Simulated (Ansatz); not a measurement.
# W2C under changes of volume

One of the cells (12.729 Å³/atom); the others are scaled copies at fixed shape and fractional positions:

```xyz
3
Lattice="3.0700 0.0000 0.0000 -1.5350 2.6587 0.0000 0.0000 0.0000 4.6784" Properties=species:S:1:pos:R:3 pbc="T T T"
W     1.5350    0.8862    1.1868
W     0.0000    1.7725    3.4917
C     0.0000    0.0000    0.0000
```

The cell comes from a database or a generator and needn't be the stable form of this composition.

| Quantity | Value |
| --- | --- |
| Program | Ansatz 0.2.0 |
| Functional | PBE |
| Potentials or basis | Ansatz PAW |
| Cutoff | 420 eV (not typed: the program's choice for these potentials) |
| k mesh | 10 × 10 × 6 |
| Occupations | fermi-dirac, width 0.05 eV |
| Spin | no spin polarisation |

```tsv
volume (Å³/atom)	energy over the lowest point (meV/atom)	pressure (GPa)	largest force (eV/Å)
11.965	43.67	21.4	0.584
12.220	?	?	?
12.475	2.52	5.1	0.180
12.729	0.00	-1.8	0.001
12.984	7.92	-8.0	0.164
13.238	25.20	-13.6	0.316
13.493	50.90	-18.6	0.457
```

Question: What does the run at 12.220 Å³/atom give?

Answer: Energy over the lowest point 16.62 meV/atom; pressure 12.8 GPa; largest force 0.374 eV/Å.

Worked out: A Birch-Murnaghan fit of order 3 (a polynomial in V^(-2/3)) to the other rows has its minimum at 12.66 Å³/atom with B0 = V·E''(V) = 335 GPa and B' = 4.3 at fixed shape and positions, which overstates the stiffness. It gives 16.62 meV/atom at 12.220 Å³/atom, against the run's 16.62, and -dE/dV = 12.8 GPa, against 12.8.

Energies are extrapolated to zero smearing.
